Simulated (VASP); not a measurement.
# SnO in VASP: a PBE single point

What does VASP give for SnO (zincblende), strained and with displaced atoms, the cell held fixed? Runs: PBE. This is a trial cell built on a prototype, not taken from a measured structure, and it needn't be the compound's ground state.

The runs shown are made with VASP 6.6.1. PAW datasets, plane waves. (Calculated; spin-unpolarised; the phase may be known or hypothetical.)

### Step 1. The cell

Space group P1 (No. 1), triclinic; conventional cell a = 3.719 Å, b = 3.721 Å, c = 3.797 Å, α = 90.4°, β = 118.1°, γ = 119.1°, 19.30 Å³ an atom. Around Sn lie 1 O at 1.91 Å; around O lie 1 Sn at 1.91 Å.

As a file:

```xyz
2
Lattice="0.0349 2.6340 2.7002 2.7092 -0.0603 2.7954 2.6213 2.6413 0.0276" Properties=species:S:1:pos:R:3 pbc="T T T"
Sn    2.6313    4.9857    2.5207
O     1.1901    1.2934    1.4283
```

### Step 2. PBE

Contents of INCAR:

```
ENCUT = 520.000000
SIGMA = 0.020000
EDIFF = 1.00e-07
GGA = PE
PREC = Accurate
IBRION = -1
ISIF = 2
ISMEAR = -1
NBANDS = 17
NELM = 120
NSW = 0
LASPH = .TRUE.
LCHARG = .FALSE.
LWAVE = .FALSE.
LREAL = .FALSE.
```

Contents of KPOINTS:

```
KPOINTS created by Atomic Simulation Environment
0
Gamma
8 6 8
0 0 0
```

Contents of POSCAR:

```
Sn O
 1.0000000000000000
     0.0349000000000000    2.6339999999999999    2.7002000000000002
     2.7092000000000001   -0.0603000000000000    2.7953999999999999
     2.6213000000000002    2.6413000000000002    0.0276000000000000
 Sn  O
   1   1
Cartesian
  2.6313468800000002  4.9857388899999995  2.5207257000000003
  1.1900900599999999  1.2934429599999999  1.4282577200000000
```

Potentials: the recommended PBE PAW datasets, 20 valence electrons in the neutral cell.

The run is started by

```sh
$ mpirun -np 1 vasp_std
```

Before running it: what results should come out? Wanted: for each run, gap; pressure; largest force.

As calculated:

```
level  gap (eV)  pressure (GPa)  largest force (eV/Å)
  PBE    -0.05*           13.50                 3.342
```

A negative gap is an overlap of bands. A star marks a gap among the mesh's points alone.

No gap over 0.02 eV opens. Spin-orbit coupling is left out, though the cell holds Sn (Z = 50); in an element this heavy it can shift bands and gaps by tenths of an eV. Forces up to 3.34 eV/Å (PBE) show atoms off their equilibrium places at that level.
